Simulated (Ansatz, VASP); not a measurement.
**CdTe in VASP and in Ansatz**

```
CELL_PARAMETERS angstrom
0.00000 3.20500 3.20500
3.20500 0.00000 3.20500
3.20500 3.20500 0.00000
ATOMIC_POSITIONS crystal
Te 0.75000 0.75000 0.75000
Cd 0.00000 0.00000 0.00000
```

Alike in both runs: task relaxation of cell and atoms; functional revPBE; k mesh 7 × 7 × 7; occupations fermi-dirac, width 0.05 eV; no spin polarisation.

|  | VASP | Ansatz |
| --- | --- | --- |
| version | VASP 6.6.1 | Ansatz 0.2.0 |
| potentials or method | VASP PAW PBE potentials, release 64 (Te, Cd) | Ansatz PAW |
| plane-wave cutoff (eV) | 600 | 420 |
| valence electrons in the cell | 18 | 36 |

Ansatz gave:

- gap on the k mesh at the Fermi level, each at its own relaxed structure (eV): 0.60
- relaxed volume (Å³/atom): 37.46
- relaxed cell length with the largest relative difference (Å): 4.732
- energy change over the relaxation (meV/atom): -69

Problem. Estimate VASP's values.

Solution. gap on the k mesh at the Fermi level, each at its own relaxed structure (eV): 0.59; relaxed volume (Å³/atom): 37.50; relaxed cell length with the largest relative difference (Å): 4.733; energy change over the relaxation (meV/atom): -71.

The two sets of potentials don't hold the same shells in valence.

Caveats: spin-orbit coupling is left out, which moves the levels of the heavy elements; the volume moved by +14 % from the deposited cell, more than functionals usually miss; the PAW data sets were made with another functional, which shifts forces and pressure a little (VASP); odd divisions of the mesh miss points on the zone boundary, where band edges often lie, so the gap on the mesh can be too wide (Ansatz); the plane-wave basis is chosen anew once the cell has moved, so the energies of steps on either side of that aren't comparable (Ansatz); the PAW data sets come from PBE, with cores solved anew for the run's functional, which leaves a small shift of forces and pressure (Ansatz). Zero-point motion and thermal expansion aren't in these numbers. revPBE gives volumes clearly too large for solids.
